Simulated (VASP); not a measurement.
**Ca: single point with PBE**

Crystal: Ca.

```xyz
1
Lattice="-2.2144 2.2144 2.2144 2.2144 -2.2144 2.2144 2.2144 2.2144 -2.2144" Properties=species:S:1:pos:R:3 pbc="T T T"
Ca    0.0000    0.0000    0.0000
```

The cell was built by a generator and needn't be a form met in nature.

```yaml
Program: VASP 6.6.1
Task: single point
Functional: PBE
Potentials_or_basis: VASP PAW PBE potentials, release 64 (Ca_sv)
Cutoff: 520 eV
k_mesh: 14 × 14 × 14
Occupations: gaussian, width 0.05 eV
Spin: no spin polarisation
```

```json
{
  "Pressure": "-0.5 GPa",
  "Band gap on the k mesh": "none (metal or under the smearing width)"
}
```

Levels at points of the mesh, in eV from the Fermi level:
| k point | band 2 | band 3 | band 4 | band 5 | band 6 | band 7 | band 8 | band 9 |
| --- | --- | --- | --- | --- | --- | --- | --- | --- |
| (0.00, 0.00, 0.00) | -23.07 | -23.07 | -23.07 | -4.03 | 2.24 | 2.24 | 2.24 | 3.26 |
| (0.50, 0.00, 0.00) | -23.19 | -23.11 | -23.07 | -0.90 | -0.07 | 1.31 | 3.16 | 3.52 |
| (0.50, 0.50, 0.50) | -23.16 | -23.16 | -23.16 | 0.06 | 0.06 | 3.79 | 3.79 | 3.79 |

Wall time 44 s on 1 thread of Intel(R) Xeon(R) Platinum 8375C CPU @ 2.90GHz (Ice Lake) (shared host), peak memory 0.19 GiB.
